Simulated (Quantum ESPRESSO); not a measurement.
Here is a Quantum ESPRESSO 7.5 calculation.

The input pw.in:

```
&CONTROL
  calculation = 'scf'
  prefix = 'pwscf'
  outdir = './tmp'
  pseudo_dir = './pseudo'
  tprnfor = .true.
  tstress = .true.
  disk_io = 'low'
/
&SYSTEM
  ibrav = 0
  nat = 3
  ntyp = 2
  ecutwfc = 76
  nbnd = 38
  occupations = 'smearing'
  smearing = 'fd'
  degauss = 0.00367493
  noncolin = .true.
  lspinorb = .true.
/
&ELECTRONS
  conv_thr = 6d-10
  electron_maxstep = 120
  mixing_beta = 0.5
/
ATOMIC_SPECIES
Au   196.9666 Au.upf
Al    26.9815 Al.upf
CELL_PARAMETERS bohr
   0.0000000000    5.6691783739    5.6691783739
   5.6691783739    0.0000000000    5.6691783739
   5.6691783739    5.6691783739    0.0000000000
ATOMIC_POSITIONS bohr
Au     0.0000000000    0.0000000000    0.0000000000
Al     8.5037675608    8.5037675608    8.5037675608
Al     2.8345891869    2.8345891869    2.8345891869
K_POINTS automatic
8 8 8 0 0 0
```

bands.in

```
&CONTROL
  calculation = 'bands'
  prefix = 'pwscf'
  outdir = './tmp'
  pseudo_dir = './pseudo'
  disk_io = 'low'
  verbosity = 'high'
/
&SYSTEM
  ibrav = 0
  nat = 3
  ntyp = 2
  ecutwfc = 76
  nbnd = 38
  occupations = 'smearing'
  smearing = 'fd'
  degauss = 0.00367493
  noncolin = .true.
  lspinorb = .true.
/
&ELECTRONS
  conv_thr = 1d-08
  electron_maxstep = 120
  mixing_beta = 0.5
  diago_full_acc = .true.
  startingwfc = 'random'
/
ATOMIC_SPECIES
Au   196.9666 Au.upf
Al    26.9815 Al.upf
CELL_PARAMETERS bohr
   0.0000000000    5.6691783739    5.6691783739
   5.6691783739    0.0000000000    5.6691783739
   5.6691783739    5.6691783739    0.0000000000
ATOMIC_POSITIONS bohr
Au     0.0000000000    0.0000000000    0.0000000000
Al     8.5037675608    8.5037675608    8.5037675608
Al     2.8345891869    2.8345891869    2.8345891869
K_POINTS crystal
60
 0.0000000000  0.0000000000  0.0000000000 1
 0.0625000000  0.0000000000  0.0625000000 1
 0.1250000000  0.0000000000  0.1250000000 1
 0.1875000000  0.0000000000  0.1875000000 1
 0.2500000000  0.0000000000  0.2500000000 1
 0.3125000000  0.0000000000  0.3125000000 1
 0.3750000000  0.0000000000  0.3750000000 1
 0.4375000000  0.0000000000  0.4375000000 1
 0.5000000000  0.0000000000  0.5000000000 1
 0.5000000000  0.0625000000  0.5625000000 1
 0.5000000000  0.1250000000  0.6250000000 1
 0.5000000000  0.1875000000  0.6875000000 1
 0.5000000000  0.2500000000  0.7500000000 1
 0.4375000000  0.3125000000  0.7500000000 1
 0.3750000000  0.3750000000  0.7500000000 1
 0.3375000000  0.3375000000  0.6750000000 1
 0.3000000000  0.3000000000  0.6000000000 1
 0.2625000000  0.2625000000  0.5250000000 1
 0.2250000000  0.2250000000  0.4500000000 1
 0.1875000000  0.1875000000  0.3750000000 1
 0.1500000000  0.1500000000  0.3000000000 1
 0.1125000000  0.1125000000  0.2250000000 1
 0.0750000000  0.0750000000  0.1500000000 1
 0.0375000000  0.0375000000  0.0750000000 1
 0.0000000000  0.0000000000  0.0000000000 1
 0.0625000000  0.0625000000  0.0625000000 1
 0.1250000000  0.1250000000  0.1250000000 1
 0.1875000000  0.1875000000  0.1875000000 1
 0.2500000000  0.2500000000  0.2500000000 1
 0.3125000000  0.3125000000  0.3125000000 1
 0.3750000000  0.3750000000  0.3750000000 1
 0.4375000000  0.4375000000  0.4375000000 1
 0.5000000000  0.5000000000  0.5000000000 1
 0.5250000000  0.4500000000  0.5250000000 1
 0.5500000000  0.4000000000  0.5500000000 1
 0.5750000000  0.3500000000  0.5750000000 1
 0.6000000000  0.3000000000  0.6000000000 1
 0.6250000000  0.2500000000  0.6250000000 1
 0.5833333333  0.2500000000  0.6666666667 1
 0.5416666667  0.2500000000  0.7083333333 1
 0.5000000000  0.2500000000  0.7500000000 1
 0.5000000000  0.2857142857  0.7142857143 1
 0.5000000000  0.3214285714  0.6785714286 1
 0.5000000000  0.3571428571  0.6428571429 1
 0.5000000000  0.3928571429  0.6071428571 1
 0.5000000000  0.4285714286  0.5714285714 1
 0.5000000000  0.4642857143  0.5357142857 1
 0.5000000000  0.5000000000  0.5000000000 1
 0.4821428571  0.4821428571  0.5357142857 1
 0.4642857143  0.4642857143  0.5714285714 1
 0.4464285714  0.4464285714  0.6071428571 1
 0.4285714286  0.4285714286  0.6428571429 1
 0.4107142857  0.4107142857  0.6785714286 1
 0.3928571429  0.3928571429  0.7142857143 1
 0.3750000000  0.3750000000  0.7500000000 1
 0.6250000000  0.2500000000  0.6250000000 1
 0.5937500000  0.1875000000  0.5937500000 1
 0.5625000000  0.1250000000  0.5625000000 1
 0.5312500000  0.0625000000  0.5312500000 1
 0.5000000000  0.0000000000  0.5000000000 1
```

Potentials or basis: PseudoDojo 0.4 FR PBEsol standard.

Run with:

```sh
$ OMP_NUM_THREADS=1 mpirun -n 2 pw.x -nk 2 -in pw.in > pw.out
$ OMP_NUM_THREADS=1 mpirun -n 2 pw.x -nk 2 -in bands.in > bands.out
```

(1) What does it give for the band gap on the k mesh?

(2) Predict the pressure.

Results:

(1) none (metal or under the smearing width).

(2) -0.7 GPa.
